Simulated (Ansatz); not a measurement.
KF: changes ranked by their effect on the gap on the k mesh

```
CELL_PARAMETERS angstrom
0.00000 2.70989 2.70989
2.70989 0.00000 2.70989
2.70989 2.70989 0.00000
ATOMIC_POSITIONS crystal
K 0.00000 0.00000 0.00000
F 0.50000 0.50000 0.50000
```

Atom numbers follow the list: K1, F2.

The conventional cell has a = 5.420 Å, b = 5.420 Å, c = 5.420 Å, α = 90.00°, β = 90.00°, γ = 90.00°. Around K (atom 1) lie 6 F at 2.71 Å. F (atom 2) has 6 K at 2.71 Å as nearest neighbours.

The structure comes from a relaxation in the same program, started in the rocksalt type, and has space group Fm-3m. Whether it is a known phase or the ground state wasn't checked.

These are results of DFT, PBE, all-electron LAPW, scalar-relativistic in Ansatz 0.2.0, not measurements.

Settings: a Γ-centred 16×16×16 k mesh, Fermi–Dirac smearing of 0.08 eV, basis error target 1 meV/atom, no spin polarisation.

Semilocal functionals give too small gaps.

In this reference run the gap on the k mesh is 5.96 eV. Each change below is made alone, on the same k mesh, with fractional coordinates held unless an atom is moved; x, y and z are the Cartesian axes.

Question: Order the changes by the shift of the gap on the k mesh, most negative first.
A. atom 1 (K) moved by (0.0000, 0.0000, 0.1200) Å
B. volume scaled by 1.025
C. volume scaled by 1.05
D. equal xy, yz and zx engineering shear strains of -3 %
E. volume scaled by 0.975
F. volume scaled by 0.95

Answer: C (-0.24 eV), B (-0.12 eV), D (-0.03 eV), A (0.00 eV), E (+0.13 eV), F (+0.26 eV).
